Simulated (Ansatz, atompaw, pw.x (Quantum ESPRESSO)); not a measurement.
pw.x on bcc H: one setting changed

Potential: PAW, atompaw 4.2.0.5, PBE; core none, reference 1s1; waves: 1s (bound): rc 1.50 bohr; 1s channel at 1.96 Ry: rc 1.50 bohr; 2p channel at 0.2 Ry: rc 1.50 bohr; 2p channel at 0.7 Ry: rc 1.50 bohr; local part: troulliermartins scheme with l = 2 at 0.5 Ry, radius 1.00 bohr; core correction: none; augmentation: gaussian compensation charge, radius 1.10 bohr; PAW radius 1.50 bohr; waves and projectors: custom polynom2 7 10 vanderbiltortho.

The reference run (k-mesh 18³, cutoffs 40/400 Ry, Fermi–Dirac 0.01 Ry, mixing_beta 0.4, conv_thr 1e-9, no spin) gives -2.12 GPa at 3.033 Å³/atom, where all-electron LAPW gives -2.27 GPa. This run, with its own iteration cap, changes nbnd to 4.

```
&control
  calculation='scf', prefix='x', pseudo_dir='./', outdir='./tmp', tstress=.true., disk_io='none'
/
&system
  ibrav=0, nat=1, ntyp=1, ecutwfc=40, ecutrho=400, nbnd=4,
  occupations='smearing', smearing='fd', degauss=0.01
/
&electrons
  conv_thr=1e-09, mixing_beta=0.4, electron_maxstep=60
/
ATOMIC_SPECIES
H 1.0 H.UPF
CELL_PARAMETERS angstrom
  -0.91187954 0.91187954 0.91187954
  0.91187954 -0.91187954 0.91187954
  0.91187954 0.91187954 -0.91187954
ATOMIC_POSITIONS crystal
H 0.0000 0.0000 0.0000
K_POINTS automatic
18 18 18 0 0 0
```

```bash
pw.x < H.scf.in > H.scf.out
```

Task: How does the run end?

Result: It converges in 5 iterations; the free energy moves by +0.0 meV/atom and the pressure by +0.00 GPa. The result is that of the reference run.

```
Message from routine setup:
     using ibrav=0 with symmetry is DISCOURAGED, use correct ibrav instead
     lattice parameter (alat)  =       2.9847  a.u.
     unit-cell volume          =      20.4677 (a.u.)^3
     number of electrons       =         1.00
     number of Kohn-Sham states=            4
     kinetic-energy cutoff     =      40.0000  Ry
     charge density cutoff     =     400.0000  Ry
     scf convergence threshold =      1.0E-09
     Exchange-correlation= SLA PW PBX PBC
     number of k points=   195  Fermi-Dirac smearing, width (Ry)=  0.0100
     iteration #  1     ecut=    40.00 Ry     beta= 0.40
     total energy              =      -1.07508070 Ry
     estimated scf accuracy    <       0.00000811 Ry
     iteration #  2     ecut=    40.00 Ry     beta= 0.40
     total energy              =      -1.07523317 Ry
     estimated scf accuracy    <       0.00000346 Ry
     iteration #  3     ecut=    40.00 Ry     beta= 0.40
     total energy              =      -1.07523768 Ry
     estimated scf accuracy    <       0.00000050 Ry
     iteration #  4     ecut=    40.00 Ry     beta= 0.40
     total energy              =      -1.07523782 Ry
     estimated scf accuracy    <       0.00000019 Ry
     iteration #  5     ecut=    40.00 Ry     beta= 0.40
     the Fermi energy is     3.5496 ev
!    total energy              =      -1.07523783 Ry
     estimated scf accuracy    <          9.8E-10 Ry
     smearing contrib. (-TS)   =      -0.00045156 Ry
     The total energy is F=E-TS. E is the sum of the following terms:
     one-electron contribution =       0.62871721 Ry
     hartree contribution      =       0.02346539 Ry
     xc contribution           =      -0.67469274 Ry
     ewald contribution        =      -1.05595055 Ry
     one-center paw contrib.   =       0.00367442 Ry
     convergence has been achieved in   5 iterations
          total   stress  (Ry/bohr**3)                   (kbar)     P=      -21.19
     Message from routine punch:
     Nothing written, as per user request (disk_io='none')
```

The run took about 1.3 s on one core of a shared host (AMD EPYC 9R45 96-Core Processor, 96 threads, 376 GiB, load 43).
